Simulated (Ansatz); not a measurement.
**Two Ansatz runs on Be**

The cell was built from the bcc type and relaxed in the same program; it needn't be a known or the stable phase. The listed cell was then made from it by scaling, straining or moving an atom.

First run: DFT, PBE, PAW with Ansatz's default frozen-core files, scalar-relativistic (Ansatz 0.2.0).

Command: `ansatz run input.yaml --threads 1 --pin off --max-ram 2048MiB --backend cpu --events-out ev --progress --plain --runs-dir out` The run took 1.4 s on 1 thread of AMD EPYC 9R45 96-Core Processor (Zen 5), on a shared host, peak memory 0.38 GiB.

```yaml
crystal:
  lattice:
    - [-1.2694215948, 1.2694215948, 1.2127282195]
    - [1.2694215948, -1.2694215948, 1.2127282195]
    - [1.2694215948, 1.2694215948, -1.2127282195]
  atoms:
    - { symbol: Be, position: [0.0, 0.0, 0.0] }
kpoints:
  mp_grid: { grid: [20, 20, 20] }
scf:
  occupations: { method: fermi_dirac, width: 0.05 }
hamiltonian:
  xc: pbe
  pseudopotentials: { kind: paw }
output:
  forces: true
  stress: true
  eigenvalues: true
  efg: { contact_densities: true }
  write_density: true
  write_potential: true
  elf: true
  volumetric_format: npy
```

Result: converged; pressure 0.26 GPa; no gap on the k mesh; 6 SCF iterations.

The input is then changed:

```diff
@@ -9,5 +9,6 @@
   mp_grid: { grid: [20, 20, 20] }
 scf:
-  occupations: { method: fermi_dirac, width: 0.05 }
+  occupations: { method: tetrahedron }
+  mixing: { algorithm: broyden, beta: 0.5, ndim: 8 }
 hamiltonian:
   xc: pbe
@@ -18,7 +19,3 @@
   eigenvalues: true
   efg: { contact_densities: true }
-  write_density: true
-  write_potential: true
-  elf: true
-  volumetric_format: npy
```

(1) What does the second run give?

Results:

(1) It converged; energy at zero smearing -1.7 meV/atom from the first run; pressure 0.10 GPa; no gap on the k mesh; 3 SCF iterations.
